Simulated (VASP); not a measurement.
# Cd in VASP: relaxation of the atoms with PBE+D3(BJ)

Aim: the relaxation of the atoms of Cd with PBE+D3(BJ).

Everything below comes from runs of VASP 6.6.1. Logs are shortened: lines on timing, memory, paths and dates and some standing lists are left out, and cuts for length are marked.

**1. The cell of the first run**

The cell holds a slab with vacuum, 4 atoms: a = 2.979 Å, b = 2.979 Å, c = 23.426 Å, α = 90.00°, β = 90.00°, γ = 120.00°.

The slab is cut from a database's or a generator's crystal, which needn't be the stable form of the element.

**2. Relaxation of the atoms, PBE+D3(BJ) (the (0 0 1) slab of Cd, cut from the database cell, not relaxed)**

INCAR reads:

```
SYSTEM = Cd
PREC = Accurate
ENCUT = 520
EDIFF = 1E-7
ISMEAR = 0
SIGMA = 0.05
LREAL = .FALSE.
LASPH = .TRUE.
NELM = 80
ALGO = Fast
ISIF = 2
LWAVE = .FALSE.
LCHARG = .FALSE.
LDIPOL = .TRUE.
IDIPOL = 3
DIPOL = 0.5 0.5 0.500
GGA = PE
IVDW = 12
IBRION = 2
NSW = 40
EDIFFG = -0.02
```

KPOINTS reads:

```
Automatic mesh
0
G
  10 10 1
  0 0 0
```

POSCAR reads:

```
Cd
1.0
    2.9788725081      0.0000000000      0.0000000000
   -1.4894362541      2.5797792666      0.0000000000
    0.0000000000      0.0000000000     23.4264750000
Cd
4
Selective dynamics
Direct
    0.6666666667      0.3333333334      0.3201505988  F F F
    0.3333333333      0.6666666666      0.4400501996  F F F
    0.6666666667      0.3333333334      0.5599498004  T T T
    0.3333333333      0.6666666666      0.6798494012  T T T
```

Potentials or basis: VASP PAW PBE potentials, release 64 (Cd).

Started as:

```bash
$ cat potpaw_PBE.64/Cd/POTCAR > POTCAR
$ mpirun -np 1 vasp_std > vasp.out
```

OUTCAR:

```text
SYSTEM = Cd
   PREC = Accurate
   ENCUT = 520
   EDIFF = 1E-7
   ISMEAR = 0
   LREAL = .FALSE.
   LASPH = .TRUE.
   NELM = 80
   ISIF = 2
   GGA = PE
   IVDW = 12
   IBRION = 2
   NSW = 40
   EDIFFG = -0.02
 IVDW          = 12

 ion  position               nearest neighbor table
   1  0.667  0.333  0.320-   2 3.29   2 3.29   2 3.29
   2  0.333  0.667  0.440-   3 3.29   1 3.29   3 3.29   1 3.29   3 3.29   1 3.29
   3  0.667  0.333  0.560-   2 3.29   4 3.29   2 3.29   4 3.29   2 3.29   4 3.29
   4  0.333  0.667  0.680-   3 3.29   3 3.29   3 3.29

  LATTYP: Found a hexagonal cell.
 ALAT       =     2.9788725081
 C/A-ratio  =     7.8642086683

  Lattice vectors:

 A1 = (   2.9788725081,   0.0000000000,   0.0000000000)
 A2 = (  -1.4894362541,   2.5797792666,   0.0000000000)
 A3 = (   0.0000000000,   0.0000000000,  23.4264750000)

Analysis of symmetry for initial positions (statically):
=====================================================================
 Subroutine PRICEL returns:
 Original cell was already a primitive cell.

 Routine SETGRP: Setting up the symmetry group for a
 hexagonal supercell.

 Subroutine GETGRP returns: Found 12 space group operations
 (whereof 12 operations were pure point group operations)
 out of a pool of 24 trial point group operations.

The static configuration has the point symmetry D_3d.

Analysis of symmetry for dynamics (positions and initial velocities):
=====================================================================
 Subroutine PRICEL returns:
 Original cell was already a primitive cell.

 Routine SETGRP: Setting up the symmetry group for a
 hexagonal supercell.

 Subroutine GETGRP returns: Found 12 space group operations
 (whereof 12 operations were pure point group operations)
 out of a pool of 24 trial point group operations.

The dynamic configuration has the point symmetry D_3d.

Analysis of constrained symmetry for selective dynamics:
=====================================================================
 Subroutine PRICEL returns:
 Original cell was already a primitive cell.

 Routine SETGRP: Setting up the symmetry group for a
 hexagonal supercell.

 Subroutine GETGRP returns: Found  6 space group operations
 (whereof  6 operations were pure point group operations)
 out of a pool of 24 trial point group operations.

The constrained configuration has the point symmetry C_3v.

 Subroutine INISYM returns: Found  6 space group operations
 (whereof  6 operations are pure point group operations),
 and found     1 'primitive' translations

----------------------------------------------------------------------------------------

                                     Primitive cell

  volume of cell :     180.0286

  direct lattice vectors                    reciprocal lattice vectors
     2.978872508  0.000000000  0.000000000     0.335697482  0.193815032  0.000000000
    -1.489436254  2.579779267  0.000000000     0.000000000  0.387630063  0.000000000
     0.000000000  0.000000000 23.426475000     0.000000000  0.000000000  0.042686747

  length of vectors
     2.978872508  2.978872508 23.426475000     0.387630063  0.387630063  0.042686747

  position of ions in fractional coordinates (direct lattice)
     0.666666667  0.333333333  0.320150599
     0.333333333  0.666666667  0.440050200
     0.666666667  0.333333333  0.559949800
     0.333333333  0.666666667  0.679849401

  ion indices of the primitive-cell ions
   primitive index   ion index
                 1           1
                 2           2
                 3           3
                 4           4

----------------------------------------------------------------------------------------

 KPOINTS: Automatic mesh

Automatic generation of k-mesh.
 Grid dimensions read from file:
 generate k-points for:   10   10    1

 Generating k-lattice:

  Cartesian coordinates                     Fractional coordinates (reciprocal lattice)
     0.033569748  0.019381503  0.000000000     0.100000000  0.000000000  0.000000000
     0.000000000  0.038763006  0.000000000     0.000000000  0.100000000  0.000000000
     0.000000000  0.000000000  0.042686747     0.000000000  0.000000000  1.000000000

  Length of vectors
     0.038763006  0.038763006  0.042686747

  Shift w.r.t. Gamma in fractional coordinates (k-lattice)
     0.000000000  0.000000000  0.000000000

 Subroutine IBZKPT returns following result:
 ===========================================

 Found     14 irreducible k-points:

 Following reciprocal coordinates:
            Coordinates               Weight
  0.000000  0.000000  0.000000      1.000000
  0.100000 -0.000000  0.000000      6.000000
  0.200000 -0.000000  0.000000      6.000000
  0.300000 -0.000000  0.000000      6.000000
  0.400000  0.000000  0.000000      6.000000
  0.500000  0.000000  0.000000      3.000000
  0.100000  0.100000  0.000000      6.000000
  0.200000  0.100000  0.000000     12.000000
  0.300000  0.100000  0.000000     12.000000
  0.400000  0.100000  0.000000     12.000000
  0.200000  0.200000  0.000000      6.000000
  0.300000  0.200000  0.000000     12.000000
  0.400000  0.200000  0.000000      6.000000
  0.300000  0.300000  0.000000      6.000000
   k-points           NKPTS =     14   k-points in BZ     NKDIM =     14   number of bands    NBANDS=     28
   number of dos      NEDOS =    301   number of ions     NIONS =      4
   total plane-waves  NPLWV = 103680
   dimension x,y,z NGX =    24 NGY =   24 NGZ =  180
   dimension x,y,z NGXF=    48 NGYF=   48 NGZF=  360
   ions per type =               4
   NGX,Y,Z   is equivalent  to a cutoff of  13.39, 13.39, 12.77 a.u.
   NGXF,Y,Z  is equivalent  to a cutoff of  26.79, 26.79, 25.55 a.u.
 SYSTEM =  Cd
   PREC   = accura    normal or accurate (medium, high low for compatibility)
   ISTART =      0    job   : 0-new  1-cont  2-samecut
   ICHARG =      2    charge: 1-file 2-atom 10-const
   ISPIN  =      1    spin polarized calculation?
   LNONCOLLINEAR =      F non collinear calculations
   LSORBIT =      F    spin-orbit coupling
   LASPH  =      T    aspherical Exc in radial PAW
   ENCUT  =  520.0 eV  38.22 Ry    6.18 a.u.   5.54  5.54 43.56*2*pi/ulx,y,z
   NELM   =     80;   NELMIN=  2; NELMDL= -5     # of ELM steps
   EDIFF  = 0.1E-06   stopping-criterion for ELM
   LREAL  =      F    real-space projection
   EDIFFG = -.2E-01   stopping-criterion for IOM
   NSW    =     40    number of steps for IOM
   IBRION =      2    ionic relax: 0-MD 1-quasi-New 2-CG
   NFREE  =      1    steps in history (QN), initial steepest desc. (CG)
   ISIF   =      2    stress and relaxation
   ISYM   =      2    0-nonsym 1-usesym 2-fastsym
   POTIM  = 0.5000    time-step for ionic-motion
   TEBEG  =    0.0;   TEEND  =   0.0 temperature during run
   PSTRESS=    0.0 pullay stress
   NELECT =      48.0000    total number of electrons
   NUPDOWN=      -1.0000    fix difference up-down
   EMIN   =  10.00;   EMAX   =-10.00  energy-range for DOS
   EFERMI =   0.00;   METHOD = LEGACY
   ISMEAR =     0;   SIGMA  =   0.05  broadening in eV -4-tet -1-fermi 0-gaus
   EFERMI_NEDOS =   21; number of points for ismear=-14 and -15
   IALGO  =     68    algorithm
   IMIX   =      4    mixing-type and parameters
     AMIX     =   0.40;   BMIX     =  1.00
     AMIX_MAG =   1.60;   BMIX_MAG =  1.00
  volume/ion in A,a.u.               =      45.01       303.72
  Fermi-wavevector in a.u.,A,eV,Ry     =   1.053678  1.991164 15.105709  1.110238
  Thomas-Fermi vector in A             =   2.188809
   LORBIT       =      0    0 simple, 1 ext, 2 COOP (PROOUT), +10 PAW based schemes
   GGA     = PE    functional components
   LHFCALC =     F    Hartree Fock is set to
   AEXX    =    0.0000 exact exchange contribution
   IVDW    =    12    specifies the selected vdW correction
   LEPSILON=     F    determine dielectric tensor
   LRPA    =     F    only Hartree local field effects (RPA)
 conjugate gradient relaxation of ions
 non-spin polarized calculation
 RMM-DIIS sequential band-by-band and
 Gauss-broadening in eV      SIGMA  =   0.05
  energy-cutoff  :      520.00
  volume of cell :      180.03
 maximum number of plane-waves:      4923
 NGX is ok and might be reduce to    24
   NGX = 11   NGY = 11   NGZ = 87

--------------------------------------- Ionic step        1  -------------------------------------------

 number of electron      47.9999991 magnetization

 Free energy of the ion-electron system (eV)
  ---------------------------------------------------
  ext. energy  EPLUGINS =         0.00000000
  ---------------------------------------------------
  free energy    TOTEN  =        -2.76340718 eV

  energy without entropy =       -2.75853943  energy(sigma->0) =       -2.76097331

------------------------ aborting loop because EDIFF is reached ----------------------------------------

 Edisp (eV)   -1.41975

 E8    (eV) :    -0.6480

  FORCE on cell =-STRESS in cart. coord.  units (eV):
  Direction    XX          YY          ZZ          XY          YZ          ZX
  --------------------------------------------------------------------------------------
  -------------------------------------------------------------------------------------
  Total       0.15512     0.15512    -1.44458    -0.00000    -0.00000     0.00000
  in kB       1.38049     1.38049   -12.85617    -0.00000    -0.00000     0.00000
  external pressure =       -3.37 kB  Pullay stress =        0.00 kB
[... 103 lines left out ...]
  FREE ENERGIE OF THE ION-ELECTRON SYSTEM (eV)
  ---------------------------------------------------
  free  energy   TOTEN  =        -4.1878253908 eV

  energy  without entropy=       -4.1829763031  energy(sigma->0) =       -4.18540085

 dipolmoment           0.000000      0.000000     -0.000322 electrons x Angstroem

[... ionic steps 4 to 8 ...]

--------------------------------------- Ionic step        9  -------------------------------------------

 number of electron      47.9999991 magnetization

------------------------ aborting loop because EDIFF is reached ----------------------------------------

 vacuum level on the upper side and lower side of the slab       (xc-potential included)         0.008        -0.024

 Edisp (eV)   -1.44929

 E8    (eV) :    -0.6618

  FORCE on cell =-STRESS in cart. coord.  units (eV):
  Direction    XX          YY          ZZ          XY          YZ          ZX
  --------------------------------------------------------------------------------------
  -------------------------------------------------------------------------------------
  Total       0.28986     0.28986    -0.54744    -0.00000     0.00000     0.00000
  in kB       2.57967     2.57967    -4.87195    -0.00000     0.00000     0.00000
  external pressure =        0.10 kB  Pullay stress =        0.00 kB
[... 65 lines left out ...]
  energy  without entropy=       -4.2036059603  energy(sigma->0) =       -4.20545031

--------------------------------------- Ionic step       11  -------------------------------------------

 number of electron      47.9999991 magnetization

 dipolmoment           0.000000      0.000000      0.001684 electrons x Angstroem

 Free energy of the ion-electron system (eV)
  ---------------------------------------------------
  ext. energy  EPLUGINS =         0.00000000
  ---------------------------------------------------
  free energy    TOTEN  =        -2.75542888 eV

  energy without entropy =       -2.75178775  energy(sigma->0) =       -2.75360831

 E-fermi :  -0.4225     XC(G=0):  -5.8722

 val. band max:       -0.8257591236   @ k =   0.4000   0.2000   0.0000
 cond. band min:      -0.4134868423   @ k =   0.2000   0.1000   0.0000
 fundamental gap:      0.4122722813
 Fermi energy:        -0.4225086428

 k-point     1 :       0.0000    0.0000    0.0000
  band No.  band energies     occupation
      1     -10.4948      2.00000
      2     -10.3191      2.00000
      3     -10.1788      2.00000
      4     -10.1436      2.00000
      5      -9.8919      2.00000
      6      -9.8919      2.00000
[... 423 lines left out ...]
     27       1.7200      0.00000
     28       1.8421      0.00000

------------------------ aborting loop because EDIFF is reached ----------------------------------------

 vacuum level on the upper side and lower side of the slab       (xc-potential included)        -0.095        -0.155

 Edisp (eV)   -1.45199

 E8    (eV) :    -0.6630

  FORCE on cell =-STRESS in cart. coord.  units (eV):
  Direction    XX          YY          ZZ          XY          YZ          ZX
  --------------------------------------------------------------------------------------
  -------------------------------------------------------------------------------------
  Total       0.30944     0.30944    -0.43866    -0.00000    -0.00000     0.00000
  in kB       2.75388     2.75388    -3.90386    -0.00000    -0.00000     0.00000
  external pressure =        0.53 kB  Pullay stress =        0.00 kB
[... 19 lines left out ...]
  FREE ENERGIE OF THE ION-ELECTRON SYSTEM (eV)
  ---------------------------------------------------
  free  energy   TOTEN  =        -4.2074165545 eV

  energy  without entropy=       -4.2037754247  energy(sigma->0) =       -4.20559599

 reached required accuracy - stopping structural energy minimisation

 vacuum level on the upper side and lower side of the slab         3.185         3.115
```

It took 12 min on 1 thread of Intel Xeon Platinum 8259CL at 2.50GHz (Skylake/Cascade Lake), shared host; peak memory 0.36 GiB.

Results:

```
Free energy                : -4.2074 eV
Energy gained by relaxing  : 6.1 meV/atom
Ionic steps                : 11
Band gap on the k mesh     : none (metal or under the smearing width)
Dispersion energy per atom : -0.363 eV
```

Step by step:
```tsv
step	energy change (eV)	largest force (eV/Å)	pressure (GPa)
1	0.0000	0.1559	-0.34
2	-0.0012	0.1552	-0.33
3	-0.0047	0.1545	-0.30
4	-0.0104	0.1520	-0.23
5	-0.0166	0.1645	-0.08
6	-0.0198	0.1454	-0.06
7	-0.0239	0.1445	0.00
8	-0.0239	0.1439	0.01
9	-0.0239	0.1439	0.01
10	-0.0241	0.1431	0.03
11	-0.0243	0.1423	0.05
```

Final structure:
```cif
data_structure
_symmetry_space_group_name_H-M 'P 1'
_symmetry_Int_Tables_number 1
_cell_length_a 2.9789
_cell_length_b 2.9789
_cell_length_c 23.4265
_cell_angle_alpha 90.000
_cell_angle_beta 90.000
_cell_angle_gamma 120.000
_cell_volume 180.03
loop_
_atom_site_label
_atom_site_type_symbol
_atom_site_fract_x
_atom_site_fract_y
_atom_site_fract_z
_atom_site_occupancy
Cd1 Cd 0.66667 0.33333 0.32015 1
Cd2 Cd 0.33333 0.66667 0.44005 1
Cd3 Cd 0.66667 0.33333 0.55398 1
Cd4 Cd 0.33333 0.66667 0.66952 1
```
